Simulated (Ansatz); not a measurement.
CsPbI₃:
```xyz
5
Lattice="6.2383 0.0000 0.0000 0.0000 6.2383 0.0000 0.0000 0.0000 6.2383" Properties=species:S:1:pos:R:3 pbc="T T T"
Cs     3.1192     3.1192     3.1192
Pb     0.0000     0.0000     0.0000
I      0.0000     0.0000     3.1192
I      3.1192     0.0000     0.0000
I      0.0000     3.1192     0.0000
```

Relaxed with PBEsol.

Problem. Decompose the optical modes at the zone centre into irreducible representations, and say which are infrared and Raman allowed.

Solution. Point group m-3m: Γ_opt = 3T1u + T2u. Infrared: T1u. Raman: none.

Problem. Assign frequencies (DFPT, PBEsol (plane waves, PAW; program Ansatz); without the LO–TO term).

Solution. T1u 15i, T2u 15, T1u 29, T1u 88 cm⁻¹.

Space group Pm-3m (cubic perovskite). This is a known high-temperature phase of the composition, computed here at zero pressure and temperature. The cell was relaxed with PBEsol under the symmetry of its start; of distortions, only those at the zone centre were tested, and some modes there are weakly imaginary. Spin–orbit coupling is left out wherever it is not named.

Potentials: the later of the program's two PAW sets.
